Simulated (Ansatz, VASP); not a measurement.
## AgCl in two plane-wave programs

One calculation is typed for both programs; each brings its own data sets and cutoff. How far apart do they land? The cell is taken from a series of VASP runs on this material, whose earlier steps may have relaxed, scaled or displaced it; both programs get it as it stands.

Main program and level: Ansatz 0.2.0; plane waves, with VASP 6.6.1 beside it; single point at r2SCAN with rVV10 and band structure at r2SCAN with rVV10.

## (1) Set-up

The structure is cubic, space group Fm-3m (No. 225). The conventional cell has a = 5.496 Å, b = 5.496 Å, c = 5.496 Å, α = 90.00°, β = 90.00°, γ = 90.00°. Nearest to Ag lie 6 Cl at 2.75 Å. Cl has 6 Ag at 2.75 Å nearest. Farther neighbours and most contacts between anions are not listed.

## (2) Ansatz: single point, r2SCAN with rVV10

Ansatz runs on its default PAW (the set named soft_2) files.

A single point gives forces, pressure and levels at one fixed geometry, so differences don't come from the geometry; what else differs is listed under the comparison.

input.yaml reads:

```yaml
crystal:
  lattice:
    - [0.0, 2.7481520757, 2.7481520757]
    - [2.7481520757, 0.0, 2.7481520757]
    - [2.7481520757, 2.7481520757, 0.0]
  atoms:
    - { symbol: Ag, position: [0.0, 0.0, 0.0] }
    - { symbol: Cl, position: [0.5, 0.5, 0.5] }
hamiltonian:
  xc: r2scan
  pseudopotentials: { kind: paw }
  dispersion: rvv10
kpoints:
  mp_grid: { grid: [8, 8, 8] }
scf:
  occupations: { method: gaussian, width: 0.05 }
  n_extra_bands: 4
output:
  forces: true
  stress: true
  eigenvalues: true
```

On the command line:

```bash
$ ansatz run input.yaml --threads 2 --pin off --max-ram 4608MiB --backend cpu --events-out ev --progress --plain --runs-dir out
```

Numbers of over 12 decimals in the logs are rounded to 6 here.

Log:

```text
scf.n_extra_bands = 4 over 13 filled bands (N_el = 26.0): the run solves 17 bands
Engine: ansatz 0.2.0, aarch64-unknown-linux-gnu
Pseudopotentials: kind: paw
Pseudopotential: Ag, paw, valence charge 19, recommended cutoff 500 eV (meta_gga), Ag.paw.azcp
Pseudopotential: Cl, paw, valence charge 7, recommended cutoff 500 eV (meta_gga), Cl.paw.azcp
Functional definition: r2SCAN+rVV10
  parameter k0 = 0.174
  parameter k1 = 0.065
  parameter a1 = 4.9479
  exchange = r2scan_x(k0 = k0, k1 = k1, a1 = a1)
  correlation = r2scan_c + rvv10(11.95, 0.0093)
Crystal: 2 atoms, lattice volume = 41.510 Å³
Basis set: ecut = 500 eV, 1067 PW (Γ), exchange–correlation on 128×128×128 points (64 copies of the dense FFT grid, shifted against one another)
Bands: 17, of which v1, the nominal top of the filled ones, is band 13 counted from 1 (12 counted from 0)
Symmetry: 48 space group operations
Space group: Fm-3m (ITA 225), of the structure as read, at distance tolerance 3.5e-5 Å
k-points: 29 of 512
Non-local potential: Ag, projectors of the file, l = 0: 3, l = 1: 2, l = 2: 2, l = 3: 1
Non-local potential: Cl, projectors of the file, l = 0: 2, l = 1: 2, l = 2: 2
PAW form: soft (Blöchl's): semilocal exchange-correlation on the pseudo side does not see the compensation charge
rVV10 density: all electrons in the spheres
PAW frozen core: Ag, regenerated for the run's functional (the file was generated under x = pbe(κ = 0.804, μ = 0.219515), c = pbe(β = 0.066725))
PAW frozen core: Cl, regenerated for the run's functional (the file was generated under x = pbe(κ = 0.804, μ = 0.219515), c = pbe(β = 0.066725))
PAW one-centre angular grid: Ag, 590 points (default); XC on 160 Gauss nodes
PAW one-centre angular grid: Cl, 302 points (default); XC on 160 Gauss nodes
Initial density: superposition of atomic densities (neutral atoms: chi_scale 0, normalization atom), corrected by the library's trained network
Initial wavefunctions: pseudopotential atomic-orbital guess
Functional: x = r2scan, c = r2scan + rvv10(b = 11.95, C = 0.0093); τ floored in thin density (d = 2e-4 eV/Å³)
SCF iter   1: F=—  HF=-8686.333640 eV  |F-HF|=—  |Δ(HF+E_count)|=         —  Δρ=7.25e-3  dr2=1.48e-2  dr2_τ=5.43e-3  ethr=1.77e-3  ⟨swp⟩=5.6  Hψ=2426  notcnv=0
preconditioner: auto → none  [insulator: Δε(μ)=1.438 eV  Ē_g=11.763 eV  σ=0.050 eV  W_gap=1.00  n_scr=14 (ndim 8)  ℏωp=24.5 eV  f_vac=0.028  D(μ)=0.00/eV (n_scr^D=0)  ε∞_Penn≈5.3]
SCF iter   2: F=—  HF=-8686.336400 eV  |F-HF|=—  |Δ(HF+E_count)|=   2.76e-3  Δρ=3.99e-3  dr2=3.01e-3  dr2_τ=6.98e-4  ethr=5.69e-5  ⟨swp⟩=2.1  Hψ=997  notcnv=0
SCF iter   3: F=—  HF=-8686.336102 eV  |F-HF|=—  |Δ(HF+E_count)|=   2.98e-4  Δρ=1.93e-3  dr2=6.06e-4  dr2_τ=7.11e-5  ethr=1.16e-5  ⟨swp⟩=2.4  Hψ=753  notcnv=0
SCF iter   4: F=—  HF=-8686.336198 eV  |F-HF|=—  |Δ(HF+E_count)|=   9.58e-5  Δρ=7.21e-4  dr2=8.90e-5  dr2_τ=1.58e-5  ethr=2.33e-6  ⟨swp⟩=1.0  Hψ=493  notcnv=0
SCF iter   5: F=—  HF=-8686.336208 eV  |F-HF|=—  |Δ(HF+E_count)|=   1.01e-5  Δρ=1.36e-4  dr2=4.50e-6  dr2_τ=4.58e-7  ethr=3.42e-7  ⟨swp⟩=1.2  Hψ=498  notcnv=0
SCF iter   6: F=-8686.336209 eV  HF=-8686.336209 eV  |F-HF|=2.81e-8  |Δ(HF+E_count)|=   4.94e-7  Δρ=1.74e-5  dr2=5.74e-8  dr2_τ=1.07e-8  ethr=3.85e-10  ⟨swp⟩=4.2  Hψ=2404  notcnv=0
SCF 1 converged in 6 iterations: F = -8686.336209 eV  dr2 = 5.74e-8
  greatest PAW one-centre occupation: 1.003 electrons in one spin orbital (limit 2), on the Ag atom at site 0 (counted from 0), in its partial waves of l = 1
SCF converged after 6 iterations
Free energy (F): -8686.336209 eV
Harris-Foulkes:  -8686.336209 eV  (|F-HF|=2.81e-8)
Internal energy: -8686.336209 eV  (E = F + TS)
E sigma→0 (E₀):  -8686.336209 eV
Fermi energy:    8.963610 eV
--- Per-component energies (eV) ---
  E_band       = -373.292191
  E_kinetic    = 689.747964
  E_local      = -3172.492961  (includes V_loc(G=0)·N_el)
  E_nonlocal   = 114.039760
  E_hartree    = 1396.069858
  E_xc         = -278.223235
  E_vxc        = -393.772479  (∫ρ·V_xc dr)
  E_paw        = -4592.706739  (= ΣΔE_a)
  E_vpaw       = -428.402437  (= ΣTr[D̂ρ^β])
  E_aug_tail   = 0.000086  (compensation charges beyond the density's cutoff)
  E_vtau       = 25.451600  (kinetic-family band-sum trace: ∫τ·v_τ [+ j·A + Jᵃ·Aᵃ] dr)
  E_ewald      = -2842.125224
  E_core_change = -0.645718  (= ΣΔE_core)
  E_smearing   = -0.000000  (= −TS)
  E_closure    = -0.000000  (closes the sum)
  Σ components = -8686.336209   (vs F -8686.336209, Δ=0.00e0)
--- Forces (eV/Å), atoms counted from 1 ---
  atom   1  Ag    -0.00000000     0.00000000    -0.00000000
  atom   2  Cl     0.00000000    -0.00000000    -0.00000000
  max |Σ_I F_I| component: 4.34e-30 eV/Å
--- Stress (GPa, compression-positive) ---
        0.085083      -0.000000      -0.000000
        0.000000       0.085083       0.000000
       -0.000000       0.000000       0.085083
  P = ⅓ Tr σ = 0.0851 GPa (0.851 kbar)
--- Band table (eV; the first three rows and the last of 29) ---
  k-point 0: bands = [... 9 lower, 5.7212, 5.7212, 5.7405, 5.7405, 9.6702, 19.3908, 19.3908, 19.3908]
  k-point 1: bands = [... 9 lower, 5.7405, 5.9817, 6.5854, 6.5854, 10.3776, 18.0735, 19.1637, 19.1637]
  k-point 2: bands = [... 9 lower, 5.8726, 6.1536, 7.3997, 7.3997, 11.7170, 16.4992, 17.9586, 17.9586]
  k-point 28: bands = [... 9 lower, 6.1506, 6.1915, 6.2293, 7.0473, 13.0267, 16.5548, 16.5548, 16.9441]
```

Run time: 4.4 s. Hardware: 2 threads of Arm Neoverse N1, shared host; peak memory 0.44 GiB.

The run ends at a pressure of 0.09 GPa.

## (3) VASP: single point, r2SCAN with rVV10

The same cell, functional, mesh and smearing now go to VASP, with its own data sets and cutoff.

Lines of VASP's logs that name or quote its potential files are left out, and so is its time.

INCAR reads:

```
SYSTEM = AgCl
PREC = Accurate
ENCUT = 400
EDIFF = 1E-06
NELM = 100
ISMEAR = 0
SIGMA = 0.05
LREAL = .FALSE.
ALGO = Normal
METAGGA = R2SCAN
LUSE_VDW = .TRUE.
IVDW_NL = 2
BPARAM = 11.95
CPARAM = 0.0093
LASPH = .TRUE.
NBANDS = 15
LORBIT = 11
LWAVE = .FALSE.
LCHARG = .TRUE.
ISIF = 2
LELF = .TRUE.
LVHAR = .TRUE.
```

POSCAR reads:

```
AgCl
1.0
    0.0000000000      2.7481520757      2.7481520757
    2.7481520757      0.0000000000      2.7481520757
    2.7481520757      2.7481520757      0.0000000000
Ag Cl
1 1
Direct
    0.0000000000      0.0000000000      0.0000000000
    0.5000000000      0.5000000000      0.5000000000
```

KPOINTS reads:

```
Automatic mesh
0
Gamma
8 8 8
0 0 0
```

The projector-augmented-wave data sets are Ag and Cl (PBE family, release 64).

On the command line:

```bash
$ mpirun -np 2 vasp_std
```

Log:

```text
[banner, memory and clock lines left out]
running    2 mpi-ranks, on    1 nodes
 distrk:  each k-point on    2 cores,    1 groups
 distr:  one band on    1 cores,    2 groups

 POSCAR found type information on POSCAR AgCl
 POSCAR found :  2 types and       2 ions
|                                                                             |
|               ----> ADVICE to this user running VASP <----                  |
|                                                                             |
|     You have switched on vdW-DFT.                                           |
|     This routine was written and supplied by Jiri Klimes. We recommend      |
|     that you carefully read and cite the following publications:            |
|       J. Klimes, D.R. Bowler, A. Michelides                                 |
|          J. Phys.: Cond Matt. 22 022201 (2010)                              |
|       J. Klimes, D.R. Bowler, A. Michelides                                 |
|          Phys. Rev. B. 83, 195131 (2011)                                    |
|     and references therein.                                                 |
|                                                                             |

|                                                                             |
|               ----> ADVICE to this user running VASP <----                  |
|                                                                             |
|     You enforced a specific xc type in the INCAR file but a different       |
|     [... a line on the potential file left out ...]
|     I HOPE YOU KNOW WHAT YOU ARE DOING!                                     |
|                                                                             |

 LDA part: xc-table for (None), standard interpolation
|                                                                             |
|           W    W    AA    RRRRR   N    N  II  N    N   GGGG   !!!           |
|           W    W   A  A   R    R  NN   N  II  NN   N  G    G  !!!           |
|           W    W  A    A  R    R  N N  N  II  N N  N  G       !!!           |
|           W WW W  AAAAAA  RRRRR   N  N N  II  N  N N  G  GGG   !            |
|           WW  WW  A    A  R   R   N   NN  II  N   NN  G    G                |
|           W    W  A    A  R    R  N    N  II  N    N   GGGG   !!!           |
|                                                                             |
|     The number of bands has been changed from the values supplied in        |
|     The orbitals not found in the WAVECAR file will be initialized with     |
|     random numbers, which is usually adequate. For correlated               |
|     calculations, however, you should redo the groundstate calculation.     |
|     I found NBANDS = 15. Now, NBANDS = 16.                                  |
|                                                                             |

 POSCAR, INCAR and KPOINTS ok, starting setup
 FFT: planning ... GRIDC
 FFT: planning ... GRID_SOFT
 FFT: planning ... GRID
 WAVECAR not read
 entering main loop
       N       E                     dE             d eps       ncg     rms          rms(c)
Total rVV10 correction in eV:      0.5284862    21.5737324
DAV:   1     0.585939159526E+02    0.58594E+02   -0.73231E+03   936   0.828E+02
DAV:   2    -0.302640409105E+02   -0.88858E+02   -0.82903E+02  1144   0.203E+02
DAV:   3    -0.331492023107E+02   -0.28852E+01   -0.28804E+01  1184   0.388E+01
DAV:   4    -0.331677828478E+02   -0.18581E-01   -0.18580E-01  1168   0.336E+00
DAV:   5    -0.331680569830E+02   -0.27414E-03   -0.27413E-03  1160   0.399E-01    0.707E+00
Total rVV10 correction in eV:      0.5278083    21.5737320
DAV:   6    -0.281635080361E+02    0.50045E+01   -0.36651E+00   944   0.198E+01    0.631E+00
Total rVV10 correction in eV:      0.5333088    21.5737320
DAV:   7    -0.281033409990E+02    0.60167E-01   -0.17051E-01  1032   0.415E+00    0.401E+00
Total rVV10 correction in eV:      0.5417765    21.5737320
DAV:   8    -0.280916292318E+02    0.11712E-01   -0.11373E-01  1064   0.380E+00    0.802E-01
Total rVV10 correction in eV:      0.5439840    21.5737320
DAV:   9    -0.280927101894E+02   -0.10810E-02   -0.40865E-03  1184   0.668E-01    0.391E-01
Total rVV10 correction in eV:      0.5434031    21.5737320
DAV:  10    -0.280920522513E+02    0.65794E-03   -0.15608E-03  1088   0.428E-01    0.126E-01
Total rVV10 correction in eV:      0.5430691    21.5737320
DAV:  11    -0.280920162828E+02    0.35969E-04   -0.52592E-04  1168   0.184E-01    0.380E-02
Total rVV10 correction in eV:      0.5430877    21.5737320
DAV:  12    -0.280920144192E+02    0.18636E-05   -0.11793E-05  1080   0.353E-02    0.229E-02
Total rVV10 correction in eV:      0.5432101    21.5737320
DAV:  13    -0.280920139028E+02    0.51633E-06   -0.20222E-05  1072   0.485E-02    0.620E-03
Total rVV10 correction in eV:      0.5431949    21.5737320
DAV:  14    -0.280920136669E+02    0.23596E-06   -0.76804E-07   568   0.990E-03
Total rVV10 correction in eV:      0.5431819    21.5737320
Total rVV10 correction in eV:      0.5431891    21.5737320
   1 F= -.28092014E+02 E0= -.28092014E+02  d E =-.213467E-20
```

From OUTCAR (step 3):

```text
ion  position               nearest neighbor table
   1  0.000  0.000  0.000-   2 2.75   2 2.75   2 2.75   2 2.75   2 2.75   2 2.75
   2  0.500  0.500  0.500-   1 2.75   1 2.75   1 2.75   1 2.75   1 2.75   1 2.75

  LATTYP: Found a face centered cubic cell.
 ALAT       =     5.4963041514

 Subroutine GETGRP returns: Found 48 space group operations
 (whereof 48 operations were pure point group operations)

The static configuration has the point symmetry O_h .

 Found     29 irreducible k-points:

   k-points           NKPTS =     29   k-points in BZ     NKDIM =     29   number of bands    NBANDS=     16

   dimension x,y,z NGX =    28 NGY =   28 NGZ =   28
   dimension x,y,z NGXF=    56 NGYF=   56 NGZF=   56

   ENCUT  =  400.0 eV  29.40 Ry    5.42 a.u.   6.34  6.34  6.34*2*pi/ulx,y,z

   NELECT =      18.0000    total number of electrons

 k-points in reciprocal lattice and weights: Automatic mesh
   0.00000000  0.00000000  0.00000000       0.002
   0.12500000  0.00000000  0.00000000       0.016
   0.25000000  0.00000000  0.00000000       0.016
   0.37500000  0.00000000  0.00000000       0.016
   0.50000000  0.00000000  0.00000000       0.008
   0.12500000  0.12500000  0.00000000       0.012
   0.25000000  0.12500000  0.00000000       0.047
   0.37500000  0.12500000  0.00000000       0.047
   0.50000000  0.12500000  0.00000000       0.047
[...]
-0.37500000  0.50000000  0.12500000       0.023
  -0.25000000  0.50000000  0.25000000       0.012

 average (electrostatic) potential at core
       1 -77.8843       2 -94.6265

 E-fermi :   4.2025

 k-point     1 :       0.0000    0.0000    0.0000
  band No.  band energies     occupation
    ...
      5       1.3358      2.00000
      6       1.3358      2.00000
      7       1.3358      2.00000
      8       1.3891      2.00000
      9       1.3891      2.00000
     10       5.2502      0.00000
     11      15.1689      0.00000
     12      15.1689      0.00000
     13      15.1689      0.00000
     14      16.4986      0.00000
    ...

 k-point     2 :       0.1250    0.0000    0.0000
  band No.  band energies     occupation
    ...
      5       1.3946      2.00000
      6       1.3946      2.00000
      7       1.6223      2.00000
      8       2.2112      2.00000
      9       2.2112      2.00000
     10       5.9584      0.00000
     11      13.7643      0.00000
     12      14.9078      0.00000
     13      14.9078      0.00000
     14      16.6203      0.00000
    ...

 k-point     3 :       0.2500    0.0000    0.0000
  band No.  band energies     occupation
    ...
      5       1.5283      2.00000
      6       1.5283      2.00000
      7       1.8005      2.00000
      8       3.0288      2.00000
      9       3.0288      2.00000
     10       7.2994      0.00000
     11      12.1405      0.00000
     12      13.6438      0.00000
     13      13.6438      0.00000
     14      16.7431      0.00000
    ...

  Total       -0.0208230     -0.0208230     -0.0208230      0.0000000      0.0000000     -0.0000000
  in kB       -0.8037123     -0.8037123     -0.8037123      0.0000000      0.0000000     -0.0000000
  external PRESSURE =      -0.8037123 kB  Pullay stress =       0.0000000 kB

  energy-cutoff  :      400.00
  volume of cell :       41.51
      direct lattice vectors                 reciprocal lattice vectors
     0.000000000  2.748152076  2.748152076    -0.181940441  0.181940441  0.181940441
     2.748152076  0.000000000  2.748152076     0.181940441 -0.181940441  0.181940441
     2.748152076  2.748152076  0.000000000     0.181940441  0.181940441 -0.181940441

 POSITION                                       TOTAL-FORCE (eV/Angst)
 -----------------------------------------------------------------------------------
      0.00000      0.00000      0.00000         0.000000     -0.000000      0.000000
      2.74815      2.74815      2.74815        -0.000000      0.000000     -0.000000
 -----------------------------------------------------------------------------------
    total drift:                                0.000000      0.000000      0.000000

  FREE ENERGIE OF THE ION-ELECTRON SYSTEM (eV)
  ---------------------------------------------------
  free  energy   TOTEN  =       -28.0920136669 eV

  energy  without entropy=      -28.0920136669  energy(sigma->0) =      -28.09201367

 total charge
# of ion       s       p       d       tot
------------------------------------------
    1        0.200   0.143   9.387   9.729
    2        1.609   3.511   0.000   5.119
--------------------------------------------------
tot          1.809   3.653   9.387  14.849

[... 3 further parts left out ...]
```

The run ends at a pressure of -0.08 GPa.

## (4) Side by side

Known differences besides the potentials themselves: VASP keeps PBE cores, Ansatz makes them for the functional; the data sets hold 26 valence electrons in Ansatz (default PAW (the set named soft_2) files) and 18 in VASP; the cutoff is 500 eV in Ansatz and 400 eV in VASP. Total energies have different zeros and are not compared.

The two programs side by side:

```
              quantity  Ansatz   VASP  difference
        pressure (GPa)    0.09  -0.08       +0.17
gap on the k mesh (eV)   1.417  1.363      +0.053
```

A gap on the mesh is an upper bound, since the band edges may lie between its points. Ansatz's pressure holds a Pulay correction of 0.05 GPa; VASP's holds none.

(Continued in part 2 of 2.)

[Lines on the potential files, build, host, timing and source positions are cut from VASP's logs without a mark.]

[Logs are printed without paths, hosts, clocks, repeated set-up lines and the standing remarks that a program may print on its own settings, such as how far it seeks lower states.]

[Hosts, paths, dates, database ids (printed as entryN), source tags and the programs' standing remarks are cut or masked in the printed files.]
